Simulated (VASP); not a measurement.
# ZnO (P6_3mc) in VASP: notebook

Aim: see how the results for ZnO move with the level of theory and the settings. Levels: r2SCAN, TB-mBJ, LDA. Tasks: band structure.

All numbers are computed with VASP 6.6.1; they aren't measurements. Logs are shortened: lines on timing, memory, paths and dates and some standing lists are left out, and cuts for length are marked.

**The experiment to reproduce.**

From “Electronic structure of alkaline earth and post-transition metal oxides”, 2009, arxiv:0908.1581, for a bulk crystal of ZnO: band gap 3.37 eV.

The results are compared with them further down.

### 1 The structure

Symmetry: P6_3mc, No. 186, hexagonal system. The conventional cell has a = 3.237 Å, b = 3.237 Å, c = 5.224 Å, α = 90.00°, β = 90.00°, γ = 120.00°. Zn (site symmetry 3m) has 4 O at 1.97 to 1.98 Å as nearest neighbours. O (site symmetry 3m) has 4 Zn at 1.97 to 1.98 Å as nearest neighbours.

### 2 Band structure, r2SCAN

Input file INCAR:

```
PREC = Accurate
ENCUT = 520
EDIFF = 1E-6
ISMEAR = 0
SIGMA = 0.03
LREAL = False
LASPH = True
NELM = 80
ALGO = Normal
ISIF = 2
LWAVE = False
LCHARG = False
METAGGA = R2SCAN
LMIXTAU = True
NBANDS = 26
```

Input file KPOINTS:

```
Automatic mesh
0
Gamma
  9 9 5
```

Input file POSCAR:

```
ZnO                                     
1.0
    3.2367619565      0.0000000000      0.0000000000
   -1.6183809782      2.8031180777      0.0000000000
    0.0000000000      0.0000000000      5.2238643743
  Zn              O             
     2     2
Direct
     0.3333333300000021    0.6666666699999979    0.4999835625462605
     0.6666666699999979    0.3333333300000021    0.9999835625462604
     0.6666666699999979    0.3333333300000021    0.3790264374537405
     0.3333333300000021    0.6666666699999979    0.8790264374537405
```

Input file KPOINTS_OPT:

```
explicit points
186
Reciprocal
 0.0000000000  0.0000000000  0.0000000000 1
 0.0263157895  0.0000000000  0.0000000000 1
 0.0526315789  0.0000000000  0.0000000000 1
 0.0789473684  0.0000000000  0.0000000000 1
 0.1052631579  0.0000000000  0.0000000000 1
 0.1315789474  0.0000000000  0.0000000000 1
[... 178 lines left out ...]
 0.5000000000  0.0000000000  0.5000000000 1
 0.5000000000  0.0000000000  0.0000000000 1
```

Potentials or basis: VASP PAW PBE potentials, release 64 (Zn, O).

Run with:

```sh
$ cat potpaw_PBE.64/Zn/POTCAR potpaw_PBE.64/O/POTCAR > POTCAR
$ mpirun -np 1 vasp_std > vasp.out
```

OUTCAR:

```text
PREC = Accurate
   ENCUT = 520
   EDIFF = 1E-6
   ISMEAR = 0
   LREAL = False
   LASPH = True
   NELM = 80
   ISIF = 2
   METAGGA = R2SCAN

 ion  position               nearest neighbor table
   1  0.333  0.667  0.500-   3 1.97   3 1.97   3 1.97   4 1.98
   2  0.667  0.333  1.000-   4 1.97   4 1.97   4 1.97   3 1.98
   3  0.667  0.333  0.379-   1 1.97   1 1.97   1 1.97   2 1.98
   4  0.333  0.667  0.879-   2 1.97   2 1.97   2 1.97   1 1.98

  LATTYP: Found a hexagonal cell.
 ALAT       =     3.2367619565
 C/A-ratio  =     1.6139167614

  Lattice vectors:

 A1 = (   3.2367619565,   0.0000000000,   0.0000000000)
 A2 = (  -1.6183809782,   2.8031180777,   0.0000000000)
 A3 = (   0.0000000000,   0.0000000000,   5.2238643743)

Analysis of symmetry for initial positions (statically):
=====================================================================
 Subroutine PRICEL returns:
 Original cell was already a primitive cell.

 Routine SETGRP: Setting up the symmetry group for a
 hexagonal supercell.

 Subroutine GETGRP returns: Found 12 space group operations
 (whereof  6 operations were pure point group operations)
 out of a pool of 24 trial point group operations.

The static configuration has the point symmetry C_3v.
 The point group associated with its full space group is C_6v.

Analysis of symmetry for dynamics (positions and initial velocities):
=====================================================================
 Subroutine PRICEL returns:
 Original cell was already a primitive cell.

 Routine SETGRP: Setting up the symmetry group for a
 hexagonal supercell.

 Subroutine GETGRP returns: Found 12 space group operations
 (whereof  6 operations were pure point group operations)
 out of a pool of 24 trial point group operations.

The dynamic configuration has the point symmetry C_3v.
 The point group associated with its full space group is C_6v.

 Subroutine INISYM returns: Found 12 space group operations
 (whereof  6 operations are pure point group operations),
 and found     1 'primitive' translations

----------------------------------------------------------------------------------------

                                     Primitive cell

  volume of cell :      47.3963

  direct lattice vectors                    reciprocal lattice vectors
     3.236761957  0.000000000  0.000000000     0.308950739  0.178372793  0.000000000
    -1.618380978  2.803118078  0.000000000     0.000000000  0.356745586  0.000000000
     0.000000000  0.000000000  5.223864374     0.000000000  0.000000000  0.191429166

  length of vectors
     3.236761957  3.236761954  5.223864374     0.356745585  0.356745586  0.191429166

  position of ions in fractional coordinates (direct lattice)
     0.333333330  0.666666670  0.499983563
     0.666666670  0.333333330  0.999983563
     0.666666670  0.333333330  0.379026437
     0.333333330  0.666666670  0.879026437

  ion indices of the primitive-cell ions
   primitive index   ion index
                 1           1
                 2           2
                 3           3
                 4           4

----------------------------------------------------------------------------------------

 KPOINTS: Automatic mesh

Automatic generation of k-mesh.
 Grid dimensions read from file:
 generate k-points for:    9    9    5

 Generating k-lattice:

  Cartesian coordinates                     Fractional coordinates (reciprocal lattice)
     0.034327860  0.019819199  0.000000000     0.111111111  0.000000000  0.000000000
     0.000000000  0.039638398  0.000000000     0.000000000  0.111111111  0.000000000
     0.000000000  0.000000000  0.038285833     0.000000000  0.000000000  0.200000000

  Length of vectors
     0.039638398  0.039638398  0.038285833

  Shift w.r.t. Gamma in fractional coordinates (k-lattice)
     0.000000000  0.000000000  0.000000000

 Subroutine IBZKPT returns following result:
 ===========================================

 Found     36 irreducible k-points:

 Following reciprocal coordinates:
            Coordinates               Weight
  0.000000  0.000000  0.000000      1.000000
  0.111111 -0.000000  0.000000      6.000000
  0.222222  0.000000  0.000000      6.000000
  0.333333  0.000000  0.000000      6.000000
  0.444444  0.000000  0.000000      6.000000
  0.111111  0.111111  0.000000      6.000000
[... 16 lines left out ...]
  0.333333  0.222222  0.200000     24.000000
  0.333333  0.333333  0.200000      4.000000
 [... further k-points ...]
   k-points           NKPTS =     36   k-points in BZ     NKDIM =     36   number of bands    NBANDS=     26
   number of dos      NEDOS =    301   number of ions     NIONS =      4
   total plane-waves  NPLWV =  23040
   dimension x,y,z NGX =    24 NGY =   24 NGZ =   40
   dimension x,y,z NGXF=    48 NGYF=   48 NGZF=   80
   ions per type =               2   2
   NGX,Y,Z   is equivalent  to a cutoff of  12.33, 12.33, 12.73 a.u.
[... 65 lines left out ...]
 Fermi energy:         1.0494635297

 k-point     1 :       0.0000    0.0000    0.0000
  band No.  band energies     occupation
      1     -18.2293      2.00000
      2     -17.5404      2.00000
      3      -4.9513      2.00000
      4      -4.9513      2.00000
      5      -4.9038      2.00000
      6      -4.8475      2.00000
[... 18 lines left out ...]
     25      15.9989      0.00000
     26      15.9991      0.00000

 k-point     2 :       0.1111   -0.0000    0.0000
  band No.  band energies     occupation
      1     -18.1644      2.00000
      2     -17.5115      2.00000
      3      -5.0241      2.00000
      4      -4.9107      2.00000
      5      -4.8620      2.00000
      6      -4.7829      2.00000
[... 18 lines left out ...]
     25      15.9489      0.00000
     26      16.1481      0.00000

 k-point     3 :       0.2222    0.0000    0.0000
  band No.  band energies     occupation
      1     -17.9910      2.00000
      2     -17.4420      2.00000
      3      -5.1643      2.00000
      4      -4.8431      2.00000
      5      -4.8145      2.00000
      6      -4.7018      2.00000
[... 18 lines left out ...]
     25      15.1073      0.00000
     26      16.0670      0.00000

 k-point     4 :       0.3333    0.0000    0.0000
  band No.  band energies     occupation
      1     -17.7717      2.00000
      2     -17.3773      2.00000
      3      -5.2369      2.00000
      4      -4.8823      2.00000
      5      -4.7240      2.00000
      6      -4.5190      2.00000
[... 18 lines left out ...]
     25      15.1327      0.00000
     26      15.9145      0.00000

 k-point     5 :       0.4444    0.0000    0.0000
  band No.  band energies     occupation
      1     -17.6001      2.00000
      2     -17.3585      2.00000
      3      -5.1851      2.00000
      4      -4.9292      2.00000
      5      -4.6795      2.00000
      6      -4.3260      2.00000
[... 18 lines left out ...]
     25      14.8969      0.00000
     26      16.0862      0.00000

 k-point     6 :       0.1111    0.1111    0.0000
  band No.  band energies     occupation
      1     -18.0449      2.00000
      2     -17.4623      2.00000
      3      -5.0960      2.00000
      4      -4.9064      2.00000
      5      -4.8009      2.00000
      6      -4.7509      2.00000
[... 427 lines left out ...]
 k-point    21 :       0.4444    0.1111    0.2000
  band No.  band energies     occupation
      1     -17.5277      2.00000
      2     -17.3760      2.00000
      3      -5.1621      2.00000
      4      -4.9735      2.00000
      5      -4.6658      2.00000
      6      -4.3704      2.00000
[... 18 lines left out ...]
     25      14.5553      0.00000
     26      15.8025      0.00000

 k-point    22 :       0.2222    0.2222    0.2000
  band No.  band energies     occupation
      1     -17.6344      2.00000
      2     -17.3857      2.00000
      3      -5.0750      2.00000
      4      -5.0059      2.00000
      5      -4.6375      2.00000
      6      -4.5871      2.00000
[... 18 lines left out ...]
     25      13.6559      0.00000
     26      17.0088      0.00000

 k-point    23 :       0.3333    0.2222    0.2000
  band No.  band energies     occupation
      1     -17.4980      2.00000
      2     -17.3752      2.00000
      3      -5.0183      2.00000
      4      -4.8273      2.00000
      5      -4.6584      2.00000
      6      -4.4594      2.00000
[... 18 lines left out ...]
     25      14.4707      0.00000
     26      16.1199      0.00000

 k-point    24 :       0.3333    0.3333    0.2000
  band No.  band energies     occupation
      1     -17.4115      2.00000
      2     -17.4115      2.00000
      3      -4.9398      2.00000
      4      -4.6965      2.00000
      5      -4.6965      2.00000
      6      -4.3668      2.00000
[... 18 lines left out ...]
     25      15.0954      0.00000
     26      16.4350      0.00000

 [... further k-points ...]

------------------------ aborting loop because EDIFF is reached ----------------------------------------

  FORCE on cell =-STRESS in cart. coord.  units (eV):
  Direction    XX          YY          ZZ          XY          YZ          ZX
  --------------------------------------------------------------------------------------
  -------------------------------------------------------------------------------------
  Total        0.1000512      0.1000512      0.0788772      0.0000000     -0.0000000      0.0000000
  in kB        3.3821193      3.3821193      2.6663566      0.0000000     -0.0000000      0.0000000
  external PRESSURE =       3.1435318 kB  Pullay stress =       0.0000000 kB

 VOLUME and BASIS-vectors are now :
 -----------------------------------------------------------------------------
  energy-cutoff  :      520.00
  volume of cell :       47.40
      direct lattice vectors                 reciprocal lattice vectors
     3.236761957  0.000000000  0.000000000     0.308950739  0.178372793  0.000000000
    -1.618380978  2.803118078  0.000000000     0.000000000  0.356745586  0.000000000
     0.000000000  0.000000000  5.223864374     0.000000000  0.000000000  0.191429166

 POSITION                                       TOTAL-FORCE (eV/Angst)
 -----------------------------------------------------------------------------------
     -0.00000      1.86875      2.61185         0.000000      0.000000     -0.015569
      1.61838      0.93437      5.22378        -0.000000     -0.000000     -0.015569
      1.61838      0.93437      1.97998         0.000000     -0.000000      0.015569
     -0.00000      1.86875      4.59191        -0.000000      0.000000      0.015569
 -----------------------------------------------------------------------------------
    total drift:                                0.000005     -0.000001     -0.085103

  FREE ENERGIE OF THE ION-ELECTRON SYSTEM (eV)
  ---------------------------------------------------
  free  energy   TOTEN  =       -36.3180615529 eV

  energy  without entropy=      -36.3180615529  energy(sigma->0) =      -36.31806155
```

Wall time 2.7 min (1 thread of Intel Xeon 6975P-C (Granite Rapids), shared host); peak memory 0.21 GiB.

What came out:

- Free energy: -36.3181 eV
- Pressure: 0.3 GPa
- Largest force: 0.016 eV/Å
- Band gap on the k mesh: 1.23 eV, direct
- Band gap along the path: 1.23 eV, direct

Forces on the atoms (eV/Å):
```
Zn   0.000  0.000 -0.016
Zn   0.000  0.000 -0.016
O    0.000  0.000  0.016
O    0.000  0.000  0.016
```

Levels at the corners of the path, in eV from the valence-band top:
```tsv
point	band 16	band 17	band 18	band 19	band 20	band 21
Γ	-0.09	0.00	0.00	1.23	5.87	8.80
M	-2.32	-1.31	-0.86	6.42	7.36	8.06
M	-2.32	-1.31	-0.86	6.42	7.36	8.06
K	-1.96	-1.96	-1.76	8.09	8.44	8.44
K	-1.96	-1.96	-1.76	8.09	8.44	8.44
Γ	-0.09	0.00	0.00	1.23	5.87	8.80
Γ	-0.09	0.00	0.00	1.23	5.87	8.80
A	-0.40	-0.40	-0.40	3.92	3.92	10.80
A	-0.40	-0.40	-0.40	3.92	3.92	10.80
L	-1.54	-1.41	-1.41	6.24	6.24	9.16
L	-1.54	-1.41	-1.41	6.24	6.24	9.16
H	-2.73	-1.29	-1.29	8.50	8.50	8.68
H	-2.73	-1.29	-1.29	8.50	8.50	8.68
A	-0.40	-0.40	-0.40	3.92	3.92	10.80
L	-1.54	-1.41	-1.41	6.24	6.24	9.16
M	-2.32	-1.31	-0.86	6.42	7.36	8.06
K	-1.96	-1.96	-1.76	8.09	8.44	8.44
H	-2.73	-1.29	-1.29	8.50	8.50	8.68
```

Caveat: the PAW data sets were made with another functional, which shifts forces and pressure a little.

### 3 Band structure, TB-mBJ

POSCAR is that of step 2.

Input file INCAR.step1:

```
PREC = Accurate
ENCUT = 520
EDIFF = 1E-5
ISMEAR = 0
SIGMA = 0.03
LREAL = False
LASPH = True
NELM = 80
ALGO = Normal
ISIF = 2
LWAVE = True
LCHARG = False
NBANDS = 26
GGA = PE
```

Input file INCAR.step2:

```
PREC = Accurate
ENCUT = 520
EDIFF = 1E-6
ISMEAR = 0
SIGMA = 0.03
LREAL = False
LASPH = True
NELM = 80
ALGO = Normal
ISIF = 2
LWAVE = False
LCHARG = False
METAGGA = MBJ
NBANDS = 26
ISTART = 1
```

KPOINTS is that of step 2.

KPOINTS_OPT is that of step 2.

Potentials or basis: VASP PAW PBE potentials, release 64 (Zn, O).

Run with:

```sh
$ cat potpaw_PBE.64/Zn/POTCAR potpaw_PBE.64/O/POTCAR > POTCAR
$ cp INCAR.step1 INCAR
$ mpirun -np 1 vasp_std > vasp.out
$ cp INCAR.step2 INCAR
$ mpirun -np 1 vasp_std > vasp.out
```

Wall time 1.8 min (1 thread of Intel Xeon 6975P-C (Granite Rapids), shared host); peak memory 0.2 GiB.

The run converged. Its results:

| Quantity | Value |
| --- | --- |
| Band gap on the k mesh | 2.57 eV, direct |
| Band gap along the path | 2.57 eV, direct |

Levels at the corners of the path, in eV from the valence-band top:
| point | band 15 | band 16 | band 17 | band 18 | band 19 | band 20 | band 21 | band 22 |
| --- | --- | --- | --- | --- | --- | --- | --- | --- |
| Γ | -0.72 | -0.10 | 0.00 | 0.00 | 2.57 | 7.26 | 9.90 | 14.89 |
| M | -2.42 | -2.04 | -1.07 | -0.77 | 7.61 | 8.55 | 9.33 | 10.62 |
| M | -2.42 | -2.04 | -1.07 | -0.77 | 7.61 | 8.55 | 9.33 | 10.62 |
| K | -3.00 | -1.64 | -1.64 | -1.47 | 9.44 | 9.61 | 9.61 | 9.76 |
| K | -3.00 | -1.64 | -1.64 | -1.47 | 9.44 | 9.61 | 9.61 | 9.76 |
| Γ | -0.72 | -0.10 | 0.00 | 0.00 | 2.57 | 7.26 | 9.90 | 14.89 |
| Γ | -0.72 | -0.10 | 0.00 | 0.00 | 2.57 | 7.26 | 9.90 | 14.89 |
| A | -0.35 | -0.35 | -0.35 | -0.35 | 5.03 | 5.03 | 12.07 | 12.07 |
| A | -0.35 | -0.35 | -0.35 | -0.35 | 5.03 | 5.03 | 12.07 | 12.07 |
| L | -1.36 | -1.36 | -1.24 | -1.24 | 7.54 | 7.54 | 10.36 | 10.36 |
| L | -1.36 | -1.36 | -1.24 | -1.24 | 7.54 | 7.54 | 10.36 | 10.36 |
| H | -2.25 | -2.25 | -1.17 | -1.17 | 9.67 | 9.67 | 9.89 | 9.89 |
| H | -2.25 | -2.25 | -1.17 | -1.17 | 9.67 | 9.67 | 9.89 | 9.89 |
| A | -0.35 | -0.35 | -0.35 | -0.35 | 5.03 | 5.03 | 12.07 | 12.07 |
| L | -1.36 | -1.36 | -1.24 | -1.24 | 7.54 | 7.54 | 10.36 | 10.36 |
| M | -2.42 | -2.04 | -1.07 | -0.77 | 7.61 | 8.55 | 9.33 | 10.62 |
| K | -3.00 | -1.64 | -1.64 | -1.47 | 9.44 | 9.61 | 9.61 | 9.76 |
| H | -2.25 | -2.25 | -1.17 | -1.17 | 9.67 | 9.67 | 9.89 | 9.89 |

Caveat: the PAW data sets were made with another functional, which shifts forces and pressure a little.

### 4 Band structure, LDA

Changes to INCAR since step 2:

```diff
@@ -12,4 +12,3 @@
 LCHARG = False
-METAGGA = R2SCAN
-LMIXTAU = True
+GGA = CA
 NBANDS = 26
```

KPOINTS is that of step 3.

POSCAR is that of step 3.

KPOINTS_OPT is that of step 3.

Potentials or basis: VASP PAW LDA potentials, release 64 (Zn, O).

Run with:

```sh
$ cat potpaw_LDA.64/Zn/POTCAR potpaw_LDA.64/O/POTCAR > POTCAR
$ mpirun -np 1 vasp_std > vasp.out
```

Run time: 43 s. Hardware: 1 thread of Intel Xeon 6975P-C (Granite Rapids), shared host; peak memory 0.18 GiB.

It converged, with:

```
Free energy             : -21.1302 eV
Pressure                : -5.5 GPa
Largest force           : 0.004 eV/Å
Band gap on the k mesh  : 0.74 eV, direct
Band gap along the path : 0.74 eV, direct
```

Forces on the atoms (eV/Å):
```
Zn   0.000  0.000  0.004
Zn   0.000  0.000  0.004
O    0.000  0.000 -0.004
O    0.000  0.000 -0.004
```

Stress tensor (GPa, compression positive):
```
-5.55  0.00  0.00
 0.00 -5.55  0.00
 0.00  0.00 -5.40
```

Levels at the corners of the path, in eV from the valence-band top:
| point | band 16 | band 17 | band 18 | band 19 | band 20 | band 21 |
| --- | --- | --- | --- | --- | --- | --- |
| Γ | -0.09 | 0.00 | 0.00 | 0.74 | 5.12 | 8.07 |
| M | -2.30 | -1.32 | -0.85 | 5.70 | 6.72 | 7.41 |
| M | -2.30 | -1.32 | -0.85 | 5.70 | 6.72 | 7.41 |
| K | -1.96 | -1.96 | -1.77 | 7.47 | 7.61 | 7.61 |
| K | -1.96 | -1.96 | -1.77 | 7.47 | 7.61 | 7.61 |
| Γ | -0.09 | 0.00 | 0.00 | 0.74 | 5.12 | 8.07 |
| Γ | -0.09 | 0.00 | 0.00 | 0.74 | 5.12 | 8.07 |
| A | -0.40 | -0.40 | -0.40 | 3.39 | 3.39 | 9.89 |
| A | -0.40 | -0.40 | -0.40 | 3.39 | 3.39 | 9.89 |
| L | -1.53 | -1.41 | -1.41 | 5.57 | 5.57 | 8.32 |
| L | -1.53 | -1.41 | -1.41 | 5.57 | 5.57 | 8.32 |
| H | -2.75 | -1.27 | -1.27 | 7.85 | 7.85 | 7.86 |
| H | -2.75 | -1.27 | -1.27 | 7.85 | 7.85 | 7.86 |
| A | -0.40 | -0.40 | -0.40 | 3.39 | 3.39 | 9.89 |
| L | -1.53 | -1.41 | -1.41 | 5.57 | 5.57 | 8.32 |
| M | -2.30 | -1.32 | -0.85 | 5.70 | 6.72 | 7.41 |
| K | -1.96 | -1.96 | -1.77 | 7.47 | 7.61 | 7.61 |
| H | -2.75 | -1.27 | -1.27 | 7.85 | 7.85 | 7.86 |

### 5 Overview

```tsv
level	potentials or basis	gap on the mesh (eV)	pressure (GPa)
r2SCAN	VASP PAW PBE potentials, release 64 (Zn, O)	1.23	0.3
TB-mBJ	VASP PAW PBE potentials, release 64 (Zn, O)	2.57	-
LDA	VASP PAW LDA potentials, release 64 (Zn, O)	0.74	-5.5
```

Alike in all rows: task band structure; no spin polarisation; cell as given; k mesh 9 × 9 × 5; cutoff (eV) 520; smearing gaussian 0.03 eV.

Caveats: the PAW data sets were made with another functional, which shifts forces and pressure a little (some runs).

Total energies depend on the potentials used, so only differences within one code and one set of settings carry meaning.

### 6 Against experiment

Step 2. Against the measured gap of ZnO, 3.37 eV (quoted in “Electronic structure of alkaline earth and post-transition metal oxides”, 2009, arxiv:0908.1581), the calculated 1.23 eV is off by -2.14 eV. So large a miss can be the level of theory's own, or it may mean another phase, state or a wrong row. The value is that of r2SCAN, without temperature or zero-point motion.

Step 3. A measured gap of ZnO is 3.37 eV (quoted in “Electronic structure of alkaline earth and post-transition metal oxides”, 2009, arxiv:0908.1581); the calculated 2.57 eV misses it by -0.80 eV. The value is that of TB-mBJ, without temperature or zero-point motion.

Step 4. A measured gap of ZnO is 3.37 eV (quoted in “Electronic structure of alkaline earth and post-transition metal oxides”, 2009, arxiv:0908.1581); the calculated 0.74 eV misses it by -2.63 eV. So large a miss can be the level of theory's own, or it may mean another phase, state or a wrong row. The value is that of LDA, without temperature or zero-point motion. Semilocal functionals fall short of measured gaps as a rule.
